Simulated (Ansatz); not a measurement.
# Iron, diamond: r²SCAN0 at the r²SCAN geometry

Aim: see what exact exchange does to the levels and moments, and what it costs. The cell comes from an earlier r²SCAN relaxation. Exact exchange is dear, so the k-mesh is coarse, and r²SCAN is run on the same mesh for comparison.

Program: Ansatz 0.2.0. Level of theory: DFT, plane waves (500 eV) with PBE-made PAW files, scalar-relativistic; functionals as named at each step. These are calculated values, not measurements.

## Step 1: The structure to begin with

The structure is cubic, space group Fd-3m (No. 227). The conventional cell has a = 5.045 Å, b = 5.045 Å, c = 5.045 Å, α = 90.00°, β = 90.00°, γ = 90.00°. Fe (site symmetry -43m) has 4 Fe at 2.18 Å as nearest neighbours.

Structure file:

```
Fe
1.0
     0.00000    2.52244    2.52244
     2.52244    0.00000    2.52244
     2.52244    2.52244    0.00000
Fe
2
Direct
  0.12500 0.12500 0.12500
  0.87500 0.87500 0.87500
```

Starting moments (μB): +2.5, -0.85.

## Step 2: r²SCAN, coarse mesh

The run with r²SCAN.

Contents of input.yaml:

```yaml
crystal:
  lattice:
    - [0.0, 2.5224401523, 2.5224401523]
    - [2.5224401523, 0.0, 2.5224401523]
    - [2.5224401523, 2.5224401523, 0.0]
  atoms:
    - { symbol: Fe, position: [0.125, 0.125, 0.125], spin: 2.499 }
    - { symbol: Fe, position: [0.875, 0.875, 0.875], spin: -0.85 }
hamiltonian:
  xc: r2scan
  pseudopotentials:
    kind: paw
    azcp:
      Fe: "pseudopotentials/Fe.paw.azcp"
basis:
  ecutwfc: 500
  fft_grid_basis: typed
kpoints:
  mp_grid: { grid: [6, 6, 6], shift: [0, 0, 0] }
magnetization:
  spin_polarized: true
scf:
  occupations: { method: fermi_dirac, width: 0.1 }
```

Started as:

```sh
$ ansatz run input.yaml --threads 4 --pin off --max-ram 8192MiB --backend cpu --events-out ev --progress --plain --runs-dir out
```

Standard output (excerpt; [...] marks lines left out):

```text
Warning: RAYON_NUM_THREADS=4 ignored (pool sized by the plan → 4); use --threads N
[...]
Pseudopotentials: kind: paw
Pseudopotential: Fe, paw, valence charge 16, recommended cutoff 500 eV (meta_gga), <dir>
Functional definition: r2SCAN
[...]
Crystal: 2 atoms, lattice volume = 32.099 Å³
Basis set: ecut = 500 eV, 869 PW (Γ), exchange–correlation on 108×108×108 points (64 copies of the dense FFT grid, shifted against one another)
Bands: 22, of which v1, the nominal top of the filled ones, is band 16 counted from 1 (15 counted from 0)
Symmetry: 24 space group operations
Space group: F-43m (ITA 216), of the structure as read, at distance tolerance 3.2e-5 Å
Magnetic group: BNS 216.74 (UNI 1576), of the structure as read, at distance tolerance 3.2e-5 Å
k-points: 16 of 216 (time reversal used)
[...]
Starting moments: Σ|m| = 3.349 μB on 2 of 2 sites
[...]
SCF iter   1: F=—  HF=-8966.424702 eV  |F-HF|=—  |Δ(HF+E_count)|=         —  Δρ=4.10e-2 (↑4.10e-2 ↓4.02e-2)  dr2=9.69e-1  dr2_τ=1.44e-2  dr2_m=5.88e-2  M=1.413 μB ∫|m|=3.373 μB  β_m=1.00  ethr=2.26e-3  ⟨swp⟩=2.1  Hψ=4162  notcnv=0
[...]
spin=Collinear: Kerker preconditioning applied to the charge; magnetization (m = ρ↑ − ρ↓) channel mixes plain (no charge-response kernel on spin).
[...]
SCF iter  28: F=-8967.959160 eV  HF=-8967.959160 eV  |F-HF|=1.23e-8  |Δ(HF+E_count)|=   1.41e-7  Δρ=3.42e-6 (↑2.74e-6 ↓3.42e-6)  dr2=5.66e-9  dr2_τ=9.32e-11  dr2_m=3.62e-10  M=1.238 μB ∫|m|=3.845 μB  ethr=2.27e-11  ⟨swp⟩=2.1  Hψ=2612  notcnv=0
[...]
this state was not tested for a lower state beside it, because the mixer in use, unlike msr1, does not test its closes by its own steps (another_mixer; see scf.mixing.algorithm and scf.lower_state_search)
SCF converged after 28 iterations
Magnetization: 1.2379 μB (16.6190 up, 15.3810 down)
Absolute magnetization: 3.8450 μB (∫|ρ↑−ρ↓|, with the PAW one-centre terms)
Spin contamination: 1.1439 ħ² per cell (⟨S²⟩ above its minimum at these occupations)
Per-site moments (μB) at R_I (Å): [(2.320713718669584, 0.9011051162097963), (-1.1318831581010314, 0.9011051162097963)]
Free energy (F): -8967.959160 eV
[...]
E sigma→0 (E₀):  -8967.909838 eV
Entropy (-TS):   -0.098644 eV (-49.322 meV/atom)
Fermi energy:    12.177907 eV
[...]
```

Run time: 5.3 s. Hardware: 4 threads of Arm Neoverse V2, shared host; peak memory 0.39 GiB.

## Step 3: r²SCAN0 on the coarse mesh

The run with r²SCAN0.

input.yaml: that of step 2 with these lines changed.

```diff
@@ -9,3 +9,3 @@
 hamiltonian:
-  xc: r2scan
+  xc: r2scan0
   pseudopotentials:
@@ -23 +23,6 @@
   occupations: { method: fermi_dirac, width: 0.1 }
+output:
+  write_density: true
+  write_potential: true
+  elf: true
+  volumetric_format: npy
```

Started as:

```sh
$ ansatz run input.yaml --threads 4 --pin off --max-ram 8192MiB --backend cpu --events-out ev --progress --plain --runs-dir out
```

Standard output:

```text
Warning: RAYON_NUM_THREADS=4 ignored (pool sized by the plan → 4); use --threads N
Engine: ansatz 0.2.0, aarch64-unknown-linux-gnu
[... 2 set-up lines as earlier in the session ...]
Functional definition: r2SCAN0
  parameter a = 0.25
  parameter k0 = 0.174
  parameter k1 = 0.065
  parameter a1 = 4.9479
  exchange = (1 - a)*r2scan_x(k0 = k0, k1 = k1, a1 = a1) + a*exact_x
  correlation = r2scan_c
Crystal: 2 atoms, lattice volume = 32.099 Å³
Basis set: ecut = 500 eV, 869 PW (Γ), exchange–correlation on 108×108×108 points (64 copies of the dense FFT grid, shifted against one another)
Bands: 22, of which v1, the nominal top of the filled ones, is band 16 counted from 1 (15 counted from 0)
[... 2 set-up lines as earlier in the session ...]
Magnetic group: BNS 216.74 (UNI 1576), of the structure as read, at distance tolerance 3.2e-5 Å
k-points: 16 of 216 (time reversal used)
Non-local potential: Fe, projectors of the file, l = 0: 3, l = 1: 2, l = 2: 3, l = 3: 1
PAW form: soft (Blöchl's): semilocal exchange-correlation on the pseudo side does not see the compensation charge
PAW frozen core: Fe, regenerated for the run's functional, and the local potential with it (the file was generated under x = pbe(κ = 0.804, μ = 0.2195149727645171), c = pbe(β = 0.06672455060314922))
PAW one-centre angular grid: Fe, 590 points (default); XC on 160 Gauss nodes
Initial density: superposition of atomic densities (chi_scale 0.1, normalization cell)
Starting moments: Σ|m| = 3.349 μB on 2 of 2 sites
Initial wavefunctions: pseudopotential atomic-orbital guess
Functional: x = r2scan, c = r2scan; τ floored in thin density (d = 2e-4 eV/Å³), warm-up for x = 0.75 r2scan + 0.25 exact, c = r2scan; τ floored in thin density (d = 2e-4 eV/Å³)
iter 1 solved again at ethr=8.62e-3 eV; its pass at ethr=1.00e-1 eV (dr2=2.76e0 eV) is discarded
SCF iter   1: F=—  HF=-8967.697809 eV  |F-HF|=—  |Δ(HF+E_count)|=         —  Δρ=4.64e-2 (↑4.57e-2 ↓4.64e-2)  dr2=2.82e0  dr2_τ=4.13e-2  dr2_m=3.04e-2  M=1.519 μB ∫|m|=3.145 μB  β_m=1.00  ethr=8.62e-3  ⟨swp⟩=3.3  Hψ=3439  notcnv=0
preconditioner: auto → Kerker (q_TF=auto, 2.727 Å⁻¹)  [metal: Δε(μ)=0.017 eV  Ē_g=6.076 eV  σ=0.100 eV  W_gap=0.04  n_scr=14 (ndim 8)  ℏωp=26.2 eV  f_vac=0.000  D(μ)=2.78/eV (n_scr^D=26)]
spin=Collinear: Kerker preconditioning applied to the charge; magnetization (m = ρ↑ − ρ↓) channel mixes plain (no charge-response kernel on spin).
SCF iter   2: F=—  HF=-8968.125714 eV  |F-HF|=—  |Δ(HF+E_count)|=   4.28e-1  Δρ=1.11e-1 (↑7.83e-2 ↓1.11e-1)  dr2=8.88e0  dr2_τ=4.44e-2  dr2_m=5.49e-1  M=0.578 μB ∫|m|=2.787 μB  β_m=0.30  ethr=8.62e-3  ⟨swp⟩=2.7  Hψ=1444  notcnv=0  defer=1
SCF iter   3: F=—  HF=-8967.819348 eV  |F-HF|=—  |Δ(HF+E_count)|=   3.06e-1  Δρ=2.15e-2 (↑1.77e-2 ↓2.15e-2)  dr2=5.06e-1  dr2_τ=6.61e-3  dr2_m=5.71e-3  M=1.188 μB ∫|m|=3.093 μB  β_m=1.00  ethr=8.62e-3  ⟨swp⟩=2.1  Hψ=1410  notcnv=0  defer=1
iter 4 solved again at ethr=1.46e-4 eV; its pass at ethr=1.58e-3 eV (dr2=4.67e-2 eV) is discarded
SCF iter   4: F=—  HF=-8967.858207 eV  |F-HF|=—  |Δ(HF+E_count)|=   3.89e-2  Δρ=8.54e-3 (↑8.54e-3 ↓6.61e-3)  dr2=4.68e-2  dr2_τ=3.17e-4  dr2_m=2.69e-3  M=1.128 μB ∫|m|=3.105 μB  β_m=0.30  ethr=1.46e-4  ⟨swp⟩=3.4  Hψ=3097  notcnv=0  defer=6
SCF iter   5: F=—  HF=-8967.883360 eV  |F-HF|=—  |Δ(HF+E_count)|=   2.52e-2  Δρ=7.74e-3 (↑6.44e-3 ↓7.74e-3)  dr2=3.48e-2  dr2_τ=4.44e-4  dr2_m=6.89e-3  M=1.065 μB ∫|m|=3.084 μB  β_m=0.30  ethr=1.46e-4  ⟨swp⟩=3.1  Hψ=1572  notcnv=0  defer=5
SCF iter   6: F=—  HF=-8967.895142 eV  |F-HF|=—  |Δ(HF+E_count)|=   1.18e-2  Δρ=4.55e-3 (↑4.55e-3 ↓3.96e-3)  dr2=5.05e-3  dr2_τ=1.47e-4  dr2_m=3.52e-3  M=1.073 μB ∫|m|=3.099 μB  β_m=0.30  ethr=1.09e-4  ⟨swp⟩=2.1  Hψ=1323  notcnv=0  defer=5
SCF iter   7: F=—  HF=-8967.909811 eV  |F-HF|=—  |Δ(HF+E_count)|=   1.47e-2  Δρ=4.04e-3 (↑3.98e-3 ↓4.04e-3)  dr2=1.03e-2  dr2_τ=8.44e-5  dr2_m=2.19e-3  M=1.085 μB ∫|m|=3.115 μB  β_m=0.30  ethr=1.58e-5  ⟨swp⟩=4.1  Hψ=2072  notcnv=0  defer=2
SCF iter   8: F=—  HF=-8967.912507 eV  |F-HF|=—  |Δ(HF+E_count)|=   2.70e-3  Δρ=3.41e-3 (↑2.95e-3 ↓3.41e-3)  dr2=3.96e-3  dr2_τ=3.98e-5  dr2_m=2.05e-3  M=1.073 μB ∫|m|=3.119 μB  β_m=0.30  ethr=1.58e-5  ⟨swp⟩=2.0  Hψ=1275  notcnv=0
[... 1 line left out ...]
spin-set hold released at iteration 8 (site moments contracting): the magnetisation degrees of freedom join the quasi-Newton model from the next iteration; the mixer history was flushed
[... 19 lines left out ...]
SCF 1 converged in 27 iterations: F = -8967.935557 eV  dr2 = 6.92e-11
Initial density: handed on by an earlier stage of this run
Starting moments: Σ|m| = 3.349 μB on 2 of 2 sites; this step starts from the density that it was given
Initial wavefunctions: those handed on with the density
Functional: x = 0.75 r2scan + 0.25 exact, c = r2scan; τ floored in thin density (d = 2e-4 eV/Å³)
Frozen-core exchange: fock
[... 2 lines left out ...]
preconditioner: auto → Kerker (q_TF=auto, 2.727 Å⁻¹)  [metal: Δε(μ)=0.210 eV  Ē_g=8.326 eV  σ=0.100 eV  W_gap=0.43  n_scr=14 (ndim 8)  ℏωp=26.2 eV  f_vac=0.000  D(μ)=1.03/eV (n_scr^D=8)]
spin=Collinear: Kerker preconditioning applied to the charge; magnetization (m = ρ↑ − ρ↓) channel mixes plain (no charge-response kernel on spin).
[... 10 lines left out ...]
SCF 2 converged in 11 iterations: F = -8961.105039 eV  dr2 = 2.08e-8
hybrid outer 1: dexx = +4.503e-1 eV, tail = 1.01e0 eV
Frozen-core exchange: fock
[... 1 line left out ...]
preconditioner: auto → Kerker (q_TF=auto, 2.727 Å⁻¹)  [metal: Δε(μ)=0.038 eV  Ē_g=8.840 eV  σ=0.100 eV  W_gap=0.09  n_scr=14 (ndim 8)  ℏωp=26.2 eV  f_vac=0.000  D(μ)=1.03/eV (n_scr^D=8)]
spin=Collinear: Kerker preconditioning applied to the charge; magnetization (m = ρ↑ − ρ↓) channel mixes plain (no charge-response kernel on spin).
[... 3 lines left out ...]
eigensolver tolerance schedule: the retry pair's looser diagonalisation over-reported the residual by 0.14 of it (diagonalisation noise at 0.15 of the residual, at the tolerance the schedule requests for it); recorded, not acted on — ethr = c·dr2/N_el stays at c = 1.0e-1
[... 6 lines left out ...]
SCF 3 converged in 9 iterations: F = -8961.870614 eV  dr2 = 4.52e-8
hybrid outer 2: dexx = +2.206e-1 eV, tail = 5.15e-1 eV, magnetization grown 1.1426 times (not accepted), Δε = 1.01e0 eV (about 1.06e0 eV left of the loop's levels)
Frozen-core exchange: fock
[... 1 line left out ...]
preconditioner: auto → Kerker (q_TF=auto, 2.727 Å⁻¹)  [metal: Δε(μ)=0.067 eV  Ē_g=9.182 eV  σ=0.100 eV  W_gap=0.17  n_scr=14 (ndim 8)  ℏωp=26.2 eV  f_vac=0.000  D(μ)=1.34/eV (n_scr^D=14)]
spin=Collinear: Kerker preconditioning applied to the charge; magnetization (m = ρ↑ − ρ↓) channel mixes plain (no charge-response kernel on spin).
[... 8 lines left out ...]
SCF 4 converged in 8 iterations: F = -8962.221917 eV  dr2 = 4.88e-8
hybrid outer 3: dexx = +9.433e-2 eV, tail = 2.13e-1 eV, magnetization grown 1.0723 times (not accepted), Δε = 1.10e0 eV (about 1.24e0 eV left of the loop's levels)
Frozen-core exchange: fock
[... 1 line left out ...]
preconditioner: auto → none  [insulator: Δε(μ)=0.272 eV  Ē_g=9.388 eV  σ=0.100 eV  W_gap=0.57  n_scr=14 (ndim 8)  ℏωp=26.2 eV  f_vac=0.000  D(μ)=0.89/eV (n_scr^D=8)]
[... 3 lines left out ...]
eigensolver tolerance schedule calibrated: the retry pair's looser diagonalisation under-reported the residual by θ = 0.20 (0.14/decade); ethr = c·dr2/N_el runs at the constant in force after the calibration composes with the one it found (an armed cap, an earlier calibration), c = 4.9e-2
[... 5 lines left out ...]
SCF 5 converged in 8 iterations: F = -8962.386357 eV  dr2 = 3.37e-8
hybrid outer 4: dexx = +5.792e-2 eV, tail = 1.99e-1 eV, magnetization grown 1.0376 times (not accepted), Δε = 7.78e-1 eV (about 1.41e0 eV left of the loop's levels)
Frozen-core exchange: fock
[... 1 line left out ...]
preconditioner: auto → Kerker (q_TF=auto, 2.727 Å⁻¹)  [metal: Δε(μ)=0.307 eV  Ē_g=9.516 eV  σ=0.100 eV  W_gap=0.47  n_scr=14 (ndim 8)  ℏωp=26.2 eV  f_vac=0.000  D(μ)=0.60/eV (n_scr^D=0)]
spin=Collinear: Kerker preconditioning applied to the charge; magnetization (m = ρ↑ − ρ↓) channel mixes plain (no charge-response kernel on spin).
[... 7 lines left out ...]
SCF 6 converged in 7 iterations: F = -8962.470013 eV  dr2 = 1.76e-8
hybrid outer 5: dexx = +9.194e-3 eV, tail = 7.30e-2 eV, magnetization grown 1.0183 times (not accepted), Δε = 5.75e-1 eV (about 8.79e-1 eV left of the loop's levels)
Frozen-core exchange: fock
[... 1 line left out ...]
preconditioner: auto → Kerker (q_TF=auto, 2.727 Å⁻¹)  [metal: Δε(μ)=0.226 eV  Ē_g=9.571 eV  σ=0.100 eV  W_gap=0.47  n_scr=14 (ndim 8)  ℏωp=26.2 eV  f_vac=0.000  D(μ)=0.55/eV (n_scr^D=0)]
spin=Collinear: Kerker preconditioning applied to the charge; magnetization (m = ρ↑ − ρ↓) channel mixes plain (no charge-response kernel on spin).
[... 6 lines left out ...]
SCF 7 stopped early in 6 iterations: F = -8962.485533 eV  dr2 = 2.82e-5
hybrid outer 6: dexx = +7.895e-3 eV, tail = 7.41e-2 eV, Δε = 3.05e-1 eV (about 2.98e-1 eV left of the loop's levels)
Frozen-core exchange: fock
[... 1 line left out ...]
preconditioner: auto → none  [insulator: Δε(μ)=0.493 eV  Ē_g=9.619 eV  σ=0.100 eV  W_gap=0.84  n_scr=14 (ndim 8)  ℏωp=26.2 eV  f_vac=0.000  D(μ)=0.37/eV (n_scr^D=0)]
[... 7 lines left out ...]
SCF iter   8: F=—  HF=-8962.485538 eV  |F-HF|=—  |Δ(HF+E_count)|=   1.22e-8  Δρ=4.88e-6 (↑1.73e-6 ↓4.88e-6)  dr2=3.83e-8  dr2_τ=4.05e-11  dr2_m=8.23e-10  M=0.882 μB ∫|m|=5.719 μB  β_m=0.61  ethr=7.82e-12  ⟨swp⟩=4.3  Hψ=1816  notcnv=0
SCF iter   9: F=—  HF=-8962.485538 eV  |F-HF|=—  |Δ(HF+E_count)|=   1.97e-9  Δρ=3.80e-7 (↑2.22e-7 ↓3.80e-7)  dr2=3.05e-8  dr2_τ=1.81e-12  dr2_m=1.59e-11  M=0.882 μB ∫|m|=5.719 μB  β_m=0.64  ethr=7.82e-12  ⟨swp⟩=4.0  Hψ=1625  notcnv=0
Mixer restart at iter 9: flushing history
SCF iter  10: F=—  HF=-8962.485538 eV  |F-HF|=—  |Δ(HF+E_count)|=   8.91e-8  Δρ=2.26e-5 (↑8.81e-6 ↓2.26e-5)  dr2=6.82e-8  dr2_τ=1.12e-9  dr2_m=7.15e-8  M=0.882 μB ∫|m|=5.719 μB  β_m=0.64  ethr=1.56e-12 (applied; sched 1.00e-12)  ⟨swp⟩=5.2  Hψ=2410  notcnv=0
SCF iter  11: F=—  HF=-8962.485538 eV  |F-HF|=—  |Δ(HF+E_count)|=   5.40e-8  Δρ=1.84e-5 (↑1.84e-5 ↓1.72e-5)  dr2=3.66e-7  dr2_τ=1.13e-9  dr2_m=1.17e-9  M=0.882 μB ∫|m|=5.719 μB  β_m=0.49  ethr=1.67e-12 (applied; sched 1.00e-12)  ⟨swp⟩=5.0  Hψ=2680  notcnv=0
SCF iter  12: F=—  HF=-8962.485538 eV  |F-HF|=—  |Δ(HF+E_count)|=   5.45e-8  Δρ=1.06e-5 (↑1.85e-6 ↓1.06e-5)  dr2=2.55e-8  dr2_τ=2.58e-10  dr2_m=1.14e-8  M=0.882 μB ∫|m|=5.719 μB  β_m=0.49  ethr=1.67e-12 (applied; sched 1.00e-12)  ⟨swp⟩=5.0  Hψ=2643  notcnv=0
SCF iter  13: F=—  HF=-8962.485538 eV  |F-HF|=—  |Δ(HF+E_count)|=   1.46e-9  Δρ=6.23e-6 (↑7.19e-7 ↓6.23e-6)  dr2=9.74e-9  dr2_τ=9.15e-11  dr2_m=3.48e-9  M=0.882 μB ∫|m|=5.719 μB  β_m=0.67  ethr=1.31e-12 (applied; sched 1.00e-12)  ⟨swp⟩=4.5  Hψ=1840  notcnv=0
SCF iter  14: F=-8962.485538 eV  HF=-8962.485538 eV  |F-HF|=3.64e-12  |Δ(HF+E_count)|=  8.22e-10  Δρ=7.75e-7 (↑7.75e-7 ↓4.73e-7)  dr2=2.82e-11  dr2_τ=2.21e-12  dr2_m=1.12e-10  M=0.882 μB ∫|m|=5.719 μB  ethr=1.33e-12 (applied; sched 1.00e-12)  ⟨swp⟩=4.6  Hψ=2053  notcnv=0
SCF 8 converged in 14 iterations: F = -8962.485538 eV  dr2 = 2.82e-11
hybrid outer 7: dexx = +3.106e-5 eV, tail = 6.57e-4 eV, magnetization grown 1.0190 times (not accepted), Δε = 1.40e-2 eV (about 1.44e-3 eV left of the loop's levels)
Frozen-core exchange: fock
SCF iter   1: F=—  HF=-8962.485536 eV  |F-HF|=—  |Δ(HF+E_count)|=         —  Δρ=2.36e-6 (↑1.39e-6 ↓2.36e-6)  dr2=2.25e-9  dr2_τ=1.93e-11  dr2_m=5.16e-10  M=0.882 μB ∫|m|=5.719 μB  β_m=0.30  ethr=3.12e-9  ⟨swp⟩=3.2  Hψ=1476  notcnv=0
preconditioner: auto → none  [insulator: Δε(μ)=0.494 eV  Ē_g=9.617 eV  σ=0.100 eV  W_gap=0.84  n_scr=14 (ndim 8)  ℏωp=26.2 eV  f_vac=0.000  D(μ)=0.36/eV (n_scr^D=0)]
SCF iter   2: F=-8962.485536 eV  HF=-8962.485536 eV  |F-HF|=9.82e-11  |Δ(HF+E_count)|=   7.85e-9  Δρ=1.67e-6 (↑1.67e-6 ↓9.17e-7)  dr2=7.28e-10  dr2_τ=1.50e-11  dr2_m=2.45e-10  M=0.882 μB ∫|m|=5.719 μB  ethr=5.85e-12  ⟨swp⟩=4.1  Hψ=2188  notcnv=0  defer=4
SCF 9 converged in 2 iterations: F = -8962.485536 eV  dr2 = 7.28e-10
hybrid outer 8: dexx = +1.873e-9 eV, tail = 2.94e-9 eV, Δε = 1.48e-4 eV (about 7.75e-5 eV left of the loop's levels)
this state was not tested for a lower state beside it, because the functional holds exact exchange (a hybrid, or Hartree-Fock), whose exchange loop this test does not read (fock_operator); the stability check (scf.self_checks: high) cannot read this state: a pseudopotential is PAW: the check reads norm-conserving sets alone
hybrid SCF converged: 8 outer / 65 inner (+27 warm-up), last move |dexx| = 1.87e-9 eV, tail = 2.94e-9 eV
Magnetization: 0.8819 μB (16.4409 up, 15.5591 down)
Absolute magnetization: 5.7228 μB (∫|ρ↑−ρ↓|, with the PAW one-centre terms)
Spin contamination: 2.3987 ħ² per cell (⟨S²⟩ above its minimum at these occupations)
Per-site moments (μB) at R_I (Å): [(3.1048691869793457, 0.9011051162097963), (-2.093344445304319, 0.9011051162097963)]
Free energy (F): -8962.485536 eV
Frozen-core exchange: fock
Harris-Foulkes:  -8962.485536 eV  (|F-HF|=9.82e-11)
Internal energy: -8962.469780 eV  (E = F + TS)
E sigma→0 (E₀):  -8962.477658 eV
Entropy (-TS):   -0.015757 eV (-7.878 meV/atom)
Fermi energy:    12.793679 eV
--- Per-component energies (eV) ---
  E_band       = -774.436354
  E_kinetic    = 702.047010
  E_local      = -5527.761717  (includes V_loc(G=0)·N_el)
  E_nonlocal   = 459.198251
  E_hartree    = 2330.128021
  E_xc         = -172.863400
  E_vxc        = -253.070492  (∫ρ·V_xc dr)
  E_exx        = -162.325487  (= α·E_x^exact, valence–valence)
  E_paw        = -2653.937386  (= ΣΔE_a)
  E_vpaw       = -507.471210  (= ΣTr[D̂ρ^β])
  E_aug_tail   = 0.000516  (compensation charges beyond the density's cutoff)
  E_vtau       = 17.017126  (kinetic-family band-sum trace: ∫τ·v_τ [+ j·A + Jᵃ·Aᵃ] dr)
  E_ewald      = -3936.149565
  E_core_change = -0.806022  (= ΣΔE_core)
  E_smearing   = -0.015757  (= −TS)
  E_closure    = -0.000000  (closes the sum)
  Σ components = -8962.485536   (vs F -8962.485536, Δ=0.00e0)
--- Band table (eV; the first three rows and the last of 32) ---
  k-point 0 ↑: bands = ["-86.6832", "-80.9020", "-50.3460", "-50.3460", "-50.3460", "-44.3480", "-44.3480", "-44.3480", "3.6244", "5.1614", "5.1614", "5.7684", "5.7684", "5.7684", "10.3663", "10.3663", "14.8245", "14.8245", "14.8245", "26.4344"]
  k-point 1 ↑: bands = ["-86.6823", "-80.9024", "-50.3472", "-50.3472", "-50.3470", "-44.3513", "-44.3473", "-44.3473", "4.2157", "5.1752", "5.1752", "5.7717", "5.8275", "5.8275", "10.2120", "10.2120", "14.2827", "15.0540", "15.0540", "22.0282"]
  k-point 2 ↑: bands = ["-86.6804", "-80.9030", "-50.3497", "-50.3497", "-50.3487", "-44.3576", "-44.3460", "-44.3460", "5.2377", "5.2377", "5.2775", "5.9111", "5.9111", "6.4978", "9.9042", "9.9042", "12.0926", "15.5817", "15.5817", "18.2886"]
  k-point 15 ↓: bands = ["-84.6764", "-81.1914", "-48.3671", "-48.3655", "-48.3315", "-44.5063", "-44.4597", "-44.4577", "6.2548", "6.6892", "6.7740", "7.4996", "8.7805", "9.7855", "10.6192", "13.9286", "14.2982", "14.8090", "15.3815", "16.5523"]
  guard bands above this table: 2 of the run's 22 bands. The solve was not asked for them (output.publish_guard_bands: true or output.eigenvalues: true publishes all)
```

Run time: 37 s. Hardware: 4 threads of Arm Neoverse V2, shared host; peak memory 1.1 GiB.

Axes a, b and c in the maps are those of this run's conventional cell (a, b, c = 5.045, 5.045, 5.045 Å).

Density in a lattice plane of the grid's cell (edges 5.04 and 5.04 Å, at 0.125 of the third edge), which holds Fe. It is the smooth density of the valence electrons, not physical close to the nuclei.

Ten even steps from ' ' (0.07 e/Å³) to '@' (28.43 e/Å³):
```
                                                
                                                
                                                
                                                
                            ......              
                          ..--==--..            
                          --##@@##--..          
                          --##@@##--..          
                          ..--==--..            
                              ..                
                                                
                                                
                                                
                                                
    ......                                      
  ..--==--..                                    
  --##@@##--..                                  
  --##@@##--..                                  
  ..--==--..                                    
      ..                                        
```
Columns run along the first of these edges and rows up along the second, over one cell in 24 and 20 even steps from the bottom left corner. Atoms in the plane (fractional): Fe at (0.12, 0.12), Fe at (0.62, 0.62).

Spin density (up less down) in a lattice plane of the grid's cell (edges 5.04 and 5.04 Å, at 0.125 of the third edge), which holds Fe.

Ten even steps from ' ' (-0.02 e/Å³) to '@' (6.57 e/Å³):
```
                                                
                                                
                                                
                                                
                            ......              
                          ..--==--..            
                        ..--##@@##--..          
                        ..--##@@##--..          
                          ..--==--..            
                            ......              
                                                
                                                
                                                
                                                
    ......                                      
  ..--==--..                                    
..--##@@##--..                                  
..--##@@##--..                                  
  ..--==--..                                    
    ......                                      
```
Columns run along the first of these edges and rows up along the second, over one cell in 24 and 20 even steps from the bottom left corner. Atoms in the plane (fractional): Fe at (0.12, 0.12), Fe at (0.62, 0.62).

[end of part 1 of 2]
